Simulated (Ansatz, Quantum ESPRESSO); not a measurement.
# Evanescent states of BAs, zinc blende type, lattice constant set to 4.533 Å, part 3 of 4

How good a tunnel barrier is BAs, zinc blende type, lattice constant set to 4.533 Å?

Quantum ESPRESSO 7.5; plane-wave DFT, PBEsol, GBRV ultrasoft pseudopotentials; cross-check by Ansatz 0.2.0 with PAW datasets.

So far. Step 2 (SCF with pw.x): The run needed 11 iterations to bring the estimated error under 1e-09 Ry.

### 3. Complex bands with pwcond.x (continued)

Level of this step: complex band structure by pwcond; plane-wave DFT, PBEsol, GBRV ultrasoft pseudopotentials (Quantum ESPRESSO).

K across = (1/4, 0) in the cell's reciprocal vectors; values within 0.0025 1/Å of each other count once, columns are sorted by size at each energy, a dash where no further value was kept. The Im kz of the slowest decaying states by energy, zero at the highest filled level of the SCF mesh:

```csv
energy (eV),decay 1 (Å⁻¹),decay 2 (Å⁻¹),decay 3 (Å⁻¹)
-1.92,1.02,1.41,1.58
-1.76,1,1.39,1.57
-1.44,0.953,1.36,1.53
-1.28,0.052,0.929,1.35
-0.96,0.143,0.879,1.31
-0.80,0.168,0.853,1.30
-0.64,0.189,0.826,1.28
-0.32,0.158,0.221,0.771
-0.16,0.205,0.234,0.741
0.00,0.239,0.245,0.711
0.32,0.262,0.29,0.646
0.48,0.269,0.309,0.611
0.80,0.279,0.339,0.534
0.96,0.283,0.351,0.492
1.12,0.286,0.361,0.445
1.44,0.288,0.332,0.375
1.60,0.258,0.287,0.38
1.76,0.149,0.286,0.383
2.08,0.28,0.385,0.985
2.24,0.276,0.384,0.966
2.56,0.263,0.376,0.927
2.72,0.254,0.37,0.908
2.88,0.243,0.362,0.888
3.20,0.216,0.337,0.85
3.36,0.197,0.321,0.831
3.52,0.173,0.301,0.812
3.84,0.081,0.244,0.776
4.00,0.068,0.202,0.759
4.32,0.11,0.704,0.726
4.48,0.037,0.107,0.668
```

### 4. Complex bands with pwcond.x, with ewind = 1.0

A sensitivity test on the input.

cbs.w.in reads:

```
&inputcond
  outdir = './out'
  prefixl = 'scf'
  band_file = 'cbs.w'
  ikind = 0
  ewind = 1.0
  epsproj = 1e-05
  nz1 = 7
  energy0 = 4.48
  denergy = -0.16
/
4
  0.00000000 0.00000000 1.00000000
  0.50000000 0.00000000 1.00000000
  0.50000000 0.50000000 1.00000000
  0.25000000 0.00000000 1.00000000
41
```

Command:

```bash
$ OMP_NUM_THREADS=1 mpirun -n 2 pwcond.x -in cbs.w.in > cbs.w.out
```

Numbers of over 12 decimals in the logs are rounded to 6 here.

The log of the run:

```text
[banner, memory and clock lines left out]
Program PWCOND v.7.5 starts
[citation notice left out]

[...]
./out/scf.save/

     IMPORTANT: XC functional enforced from input :
     Exchange-correlation= PBESOL
                           (   1   4  10   8   0   0   0)
     Any further DFT definition will be discarded
     Please, verify this is what you really want

     Reading collected, re-writing distributed wavefunctions

===== INPUT FILE containing the left lead =====

     GEOMETRY:

     lattice parameter (alat)  =       6.0572  a.u.
     the volume                =     314.2851 (a.u.)^3
     the cross section         =      36.6893 (a.u.)^2
     l of the unit cell        =       1.4142 (alat)
     number of atoms/cell      =            4
     number of atomic types    =            2

     crystal axes: (cart. coord. in units of alat)
               a(1) = (  1.0000  0.0000  0.0000 )
               a(2) = (  0.0000  1.0000  0.0000 )
               a(3) = (  0.0000  0.0000  1.4142 )

   Cartesian axes

     site n.     atom                  positions (alat units)
          1        B      tau(  1)=(  0.0000  0.0000  1.4142  )
          2        As     tau(  2)=(  0.5000  0.0000  0.3536  )
          3        B      tau(  3)=(  0.5000  0.5000  0.7071  )
          4        As     tau(  4)=(  0.0000  0.5000  1.0607  )

     nr1s                      =           25
     nr2s                      =           25
     nr3s                      =           36
     nr1sx                     =           25
     nr2sx                     =           25
     nr3sx                     =           36
     nr1                       =           27
     nr2                       =           27
     nr3                       =           40
     nr1x                      =           27
     nr2x                      =           27
     nr3x                      =           40

 _______________________________
  Radii of nonlocal spheres:

     type       ibeta     ang. mom.          radius (alat units)
       B          1         0                    0.2065
       B          2         0                    0.2065
       B          3         1                    0.2065
       B          4         1                    0.2065
       As         1         0                    0.3181
       As         2         0                    0.3181
       As         3         1                    0.3181
       As         4         1                    0.3181
       As         5         2                    0.3181
       As         6         2                    0.3181
----- General information -----

----- Complex band structure calculation -----

     nrx                       =           25
     nry                       =           25
     nz1                       =            7

     energy0               =         4.5E+00
     denergy               =        -1.6E-01
     nenergy               =         41
     ecut2d                =         4.0E+01
     ewind                 =         1.0E+00
     epsproj               =         1.0E-05

     number of k_|| points=    4
                       cryst. coord.
        k(    1) = (   0.0000000   0.0000000), wk =   0.2500000
        k(    2) = (   0.5000000   0.0000000), wk =   0.2500000
        k(    3) = (   0.5000000   0.5000000), wk =   0.2500000
        k(    4) = (   0.2500000   0.0000000), wk =   0.2500000
----- Information about left lead -----

     nocros                   =            8
     noins                    =           44
     norb                     =           60
     norbf                    =           60
     nrz                      =           36

      iorb      type   ibeta   ang. mom.   m       position (alat)
        1        1       1        0        1   taunew(   1)=(  0.0000  0.0000  0.0000)
        2        1       2        0        1   taunew(   2)=(  0.0000  0.0000  0.0000)
[...]
60        1       4        1        3   taunew(  60)=(  0.0000  0.0000  1.4142)
    k slab    z(k)  z(k+1)     crossing(iorb=1,norb)
    1   0.0000 0.0393 0.0393   111111111111111111111111110000000000000000000000000000000000
    2   0.0393 0.0786 0.0393   111111111111111111111111110000000000000000000000000000000000
[...]
36   1.3749 1.4142 0.0393   000000000000000000000000000000000011111111111111111111111111
 ngper, shell number =          121          20
 ngper, n2d =          121          95
---  E-Ef =    4.4800000  k =    0.0000000   0.0000000
---  ie =          1  ik =          1
 Nchannels of the left tip =            3
 Right moving states:
   k1(2pi/a)   k2(2pi/a)   E-Ef (eV)
   0.1702651  -0.0000000   4.4800000
   0.1703262   0.0000000   4.4800000
   0.4849209   0.0000000   4.4800000
 Left moving states:
   k1(2pi/a)   k2(2pi/a)   E-Ef (eV)
  -0.1702691  -0.0000000   4.4800000
  -0.1703283   0.0000000   4.4800000
  -0.4849203   0.0000000   4.4800000

---  E-Ef =    4.3200000  k =    0.0000000   0.0000000
---  ie =          2  ik =          1
 Nchannels of the left tip =            3
 Right moving states:
   k1(2pi/a)   k2(2pi/a)   E-Ef (eV)
   0.1534491  -0.0000000   4.3200000
   0.1535110   0.0000000   4.3200000
   0.4706951   0.0000000   4.3200000
 Left moving states:
   k1(2pi/a)   k2(2pi/a)   E-Ef (eV)
  -0.1534530  -0.0000000   4.3200000
  -0.1535131   0.0000000   4.3200000
  -0.4706945   0.0000000   4.3200000
[... further energies and points left out ...]
---  E-Ef =   -1.7600000  k =    0.2500000   0.0000000
---  ie =         40  ik =          4
 Nchannels of the left tip =            3
 Right moving states:
   k1(2pi/a)   k2(2pi/a)   E-Ef (eV)
   0.1499138  -0.0000000  -1.7600000
  -0.3257788  -0.0000000  -1.7600000
  -0.3924723  -0.0000000  -1.7600000
 Left moving states:
   k1(2pi/a)   k2(2pi/a)   E-Ef (eV)
  -0.1499140  -0.0000000  -1.7600000
   0.3257841  -0.0000000  -1.7600000
   0.3924718   0.0000000  -1.7600000

---  E-Ef =   -1.9200000  k =    0.2500000   0.0000000
---  ie =         41  ik =          4
 Nchannels of the left tip =            3
 Right moving states:
   k1(2pi/a)   k2(2pi/a)   E-Ef (eV)
   0.1261534  -0.0000000  -1.9200000
  -0.3540031  -0.0000000  -1.9200000
  -0.4144350  -0.0000000  -1.9200000
 Left moving states:
   k1(2pi/a)   k2(2pi/a)   E-Ef (eV)
  -0.1261537  -0.0000000  -1.9200000
   0.3540083  -0.0000000  -1.9200000
   0.4144346   0.0000000  -1.9200000

[...]
```

Elapsed: 1.9 min, on 2 MPI ranks of Arm Neoverse N1, shared host; peak memory 0.11 GiB; 3.9 min of CPU time.

The changed values were drawn from a wide range, not chosen for quality; the comparison shows what they did here together.

Beside the run it was changed from:

```csv
quantity,this run,unchanged run,difference
peak of the smallest κ at the zone centre (Å⁻¹),0.174,0.174,0
wall time (s),116,189,
```

The physical values in this table stay within 0.05 %.

### 5. The same in Ansatz

A second code with its own PAW datasets, on the same atoms.

Level of this step: plane-wave DFT, PBEsol, Ansatz PAW (Ansatz 0.2.0).

input.yaml reads:

```yaml
crystal:
  lattice:
    - [3.2053150391, 0.0, 0.0]
    - [0.0, 3.2053150391, 0.0]
    - [0.0, 0.0, 4.533]
  atoms:
    - { symbol: B, position: [0.0, 0.0, 0.0] }
    - { symbol: As, position: [0.5, 0.0, 0.25] }
    - { symbol: B, position: [0.5, 0.5, 0.5] }
    - { symbol: As, position: [0.0, 0.5, 0.75] }
kpoints:
  mp_grid: { grid: [8, 8, 6] }
hamiltonian:
  xc: pbesol
scf:
  occupations: { method: fixed }
  convergence: { dr2_threshold: 1.0e-09 }
output:
  transmission:
    leads: [[0, 0]]
    kpoints: [[0, 0], [0.5, 0], [0.5, 0.5], [0.25, 0]]
    e_range: [-1.92, 4.48]
    de: 0.16
```

Command:

```bash
$ ansatz run input.yaml --threads 2 --pin off --max-ram 4096MiB --backend cpu --events-out ev --progress --plain --runs-dir out
```

The log of the run:

```text
Engine: ansatz 0.2.0, aarch64-unknown-linux-gnu
Pseudopotentials: kind: paw
Pseudopotential: B, paw, valence charge 3, recommended cutoff 420 eV (normal), B.paw.azcp
Pseudopotential: As, paw, valence charge 15, recommended cutoff 420 eV (normal), As.paw.azcp
Functional definition: PBEsol
  exchange = pbesol_x
  correlation = pbesol_c
Crystal: 4 atoms, lattice volume = 46.572 Å³
Basis set: ecut = 420 eV, 919 PW (Γ)
Bands: 22, of which v1, the nominal top of the filled ones, is band 18 counted from 1 (17 counted from 0)
Symmetry: 16 space group operations
Space group: F-43m (ITA 216), of the structure as read, at distance tolerance 3.6e-5 Å
k-points: 60 of 384 (time reversal used)
Non-local potential: B, projectors of the file, l = 0: 2, l = 1: 2, l = 2: 1
Non-local potential: As, projectors of the file, l = 0: 2, l = 1: 2, l = 2: 3, l = 3: 1
PAW form: soft (Blöchl's): semilocal exchange-correlation on the pseudo side does not see the compensation charge
PAW frozen core: B, regenerated for the run's functional, and the local potential with it (the file was generated under x = pbe(κ = 0.804, μ = 0.219515), c = pbe(β = 0.066725))
PAW frozen core: As, regenerated for the run's functional, and the local potential with it (the file was generated under x = pbe(κ = 0.804, μ = 0.219515), c = pbe(β = 0.066725))
PAW one-centre angular grid: B, 110 points (default); XC on 64 Gauss nodes
PAW one-centre angular grid: As, 590 points (default); XC on 64 Gauss nodes
Initial density: superposition of atomic densities (neutral atoms: chi_scale 0, normalization atom), corrected by the library's trained network
Initial wavefunctions: pseudopotential atomic-orbital guess
Functional: x = pbesol(κ = 0.804, μ = 0.123457), c = pbesol(β = 0.046)
SCF iter   1: F=—  HF=-9930.933554 eV  |F-HF|=—  |Δ(HF+E_count)|=         —  Δρ=4.84e-3  dr2=1.23e-2  ethr=1.77e-3  ⟨swp⟩=4.7  Hψ=5291  notcnv=0  defer=87
preconditioner: auto → none  [insulator: Δε(μ)=0.890 eV  Ē_g=11.546 eV  n_scr=14 (ndim 8)  ℏωp=21.8 eV  f_vac=0.000  ε∞_Penn≈4.6]
SCF iter   2: F=—  HF=-9930.928667 eV  |F-HF|=—  |Δ(HF+E_count)|=   4.89e-3  Δρ=1.07e-3  dr2=2.80e-4  ethr=3.41e-5  ⟨swp⟩=2.3  Hψ=2263  notcnv=0  defer=120
SCF iter   3: F=—  HF=-9930.928579 eV  |F-HF|=—  |Δ(HF+E_count)|=   8.79e-5  Δρ=5.03e-4  dr2=4.10e-5  ethr=7.79e-7  ⟨swp⟩=2.0  Hψ=2520  notcnv=0  defer=120
SCF iter   4: F=—  HF=-9930.928602 eV  |F-HF|=—  |Δ(HF+E_count)|=   2.33e-5  Δρ=2.11e-4  dr2=5.76e-6  ethr=1.14e-7  ⟨swp⟩=2.2  Hψ=1633  notcnv=0  defer=16
SCF iter   5: F=—  HF=-9930.928607 eV  |F-HF|=—  |Δ(HF+E_count)|=   5.11e-6  Δρ=9.10e-6  dr2=1.43e-8  ethr=1.60e-8  ⟨swp⟩=2.1  Hψ=1728  notcnv=0  defer=8
SCF iter   6: F=—  HF=-9930.928608 eV  |F-HF|=—  |Δ(HF+E_count)|=   6.05e-7  Δρ=1.30e-6  dr2=4.67e-10  ethr=2.78e-12  ⟨swp⟩=3.4  Hψ=4023  notcnv=0
SCF iter   7: F=-9930.928608 eV  HF=-9930.928608 eV  |F-HF|=3.64e-12  |Δ(HF+E_count)|=  5.49e-10  Δρ=1.93e-7  dr2=6.41e-12  ethr=1.30e-12  ⟨swp⟩=3.0  Hψ=3262  notcnv=0
SCF 1 converged in 7 iterations: F = -9930.928608 eV  dr2 = 6.41e-12
  greatest PAW one-centre occupation: 0.999 electrons in one spin orbital (limit 2), on the As atom at site 3 (counted from 0), in its partial waves of l = 2
transmission: 6 of 24 steps passed
transmission: 12 of 24 steps passed
transmission: 18 of 24 steps passed
transmission: 24 of 24 steps passed
SCF converged after 7 iterations
Free energy (F): -9930.928608 eV
Harris-Foulkes:  -9930.928608 eV  (|F-HF|=3.64e-12)
Internal energy: -9930.928608 eV  (E = F + TS)
E sigma→0 (E₀):  -9930.928608 eV
Fermi energy:    13.724575 eV
--- Per-component energies (eV) ---
  E_band       = -343.796669
  E_kinetic    = 318.822212
  E_local      = -3111.921397  (includes V_loc(G=0)·N_el)
  E_nonlocal   = -1310.072946
  E_hartree    = 1774.811862
  E_xc         = -226.944874
  E_vxc        = -242.172279  (∫ρ·V_xc dr)
  E_paw        = -3740.247500  (= ΣΔE_a)
  E_vpaw       = 451.924093  (= ΣTr[D̂ρ^β])
  E_aug_tail   = 0.000013  (compensation charges beyond the density's cutoff)
  E_ewald      = -3637.338258
  E_core_change = 1.962279  (= ΣΔE_core)
  E_smearing   = -0.000000  (= −TS)
  E_closure    = 0.000000  (closes the sum)
  Σ components = -9930.928608   (vs F -9930.928608, Δ=0.00e0)
--- Band table (eV; the first three rows and the last of 60) ---
  k-point 0: bands = [... 14 lower, 8.9318, 13.7244, 13.7246, 13.7246, 14.8575, 14.8889, 17.1854, 17.1855]
  k-point 1: bands = [... 14 lower, 9.1132, 12.9628, 12.9628, 13.0759, 14.6449, 15.5316, 16.7423, 18.1366]
  k-point 2: bands = [... 14 lower, 9.6511, 11.5128, 11.6777, 11.6777, 14.7874, 15.9454, 16.6830, 19.9725]
  k-point 59: bands = [... 14 lower, 7.1600, 7.1600, 7.4953, 7.4953, 18.9373, 18.9373, 20.5403, 20.5403]
--- Transmission ---
  basis      : 89 plane waves across, 6 finite elements along
  points     : 4, as listed
  energies   : 41 from -1.920000 to 4.480000 eV about the Fermi level, 0.160000 eV apart; the leads are filled to 0.460157 eV, and channels, transmission and decay are at 0.480000 eV
  crystal 0  : As2B2, at the sites [0, 0], period 4.5330 Å: whole cells are its period
    offset         : up to 0.0000 Å between an atom of the period and one for which it stands
    channels       : 0.000000e0 a spin
    conductance    : none, the energies end too early or step too widely for 300 K: set another output.transmission.e_range or a lower de, or, where they end at an eighth of basis.ecutwfc, a higher one
    slowest decay  : 0.1471 /Å at (0.0000, 0.0000)
```

Wall time 18 s (2 threads); peak memory 0.35 GiB.

Read from the output:

| Item | Value |
| --- | --- |
| free energy | -9930.9286 eV |
| gap by band count | 0.9203 eV |
| symmetry operations | 16 |
| slowest decay at the grid energy nearest mid-gap | 0.1471 Å⁻¹ |
| peak of the smallest κ at the zone centre | 0.1776 Å⁻¹ |
| peak of the smallest κ at (1/4, 0) | 0.2875 Å⁻¹ |
| valence top, on the run's zero | 13.72 eV |

K across = (0, 0) in the cell's reciprocal vectors; values within 0.0025 1/Å of each other count once, columns are sorted by size at each energy, a dash where no further value was kept. Im kz of the slowest decaying states against energy, zero at the highest filled level of the SCF mesh:

```csv
energy (eV),decay 1 (Å⁻¹),decay 2 (Å⁻¹),decay 3 (Å⁻¹)
-1.92,0.911,-,-
-1.76,0.884,-,-
-1.44,0.829,-,-
-1.28,0.800,-,-
-0.96,0.739,-,-
-0.80,0.707,-,-
-0.64,0.673,-,-
-0.32,0.600,-,-
-0.16,0.560,-,-
0.00,0.00517,0.517,-
0.32,0.124,0.154,0.418
0.48,0.147,0.186,0.358
0.80,0.178,0.186,0.236
0.96,0.188,0.256,-
1.12,0.195,0.273,-
1.44,0.204,0.304,-
1.60,0.205,0.317,-
1.76,0.205,0.329,-
2.08,0.199,0.350,-
2.24,0.194,0.359,-
2.56,0.177,0.376,-
2.72,0.165,0.383,1.49
2.88,0.149,0.390,1.48
3.20,0.105,0.402,1.46
3.36,0.0666,0.407,1.45
3.52,0.0756,0.412,1.43
3.84,0.177,0.421,1.41
4.00,0.203,0.425,1.40
4.32,0.236,0.431,1.37
4.48,0.246,0.434,1.36
```

[end of part 3 of 4]

[Logs are printed without paths, hosts, clocks, repeated set-up lines and the standing remarks that a program may print on its own settings, such as how far it seeks lower states.]

[Hosts, paths, dates, database ids (printed as entryN), source tags and the programs' standing remarks are cut or masked in the printed files.]

[Maps of the electrostatic potential energy from Ansatz leave out the sawtooth potential of an applied field or a dipole correction, so their vacuum need not be flat; planar profiles and work functions include it.]
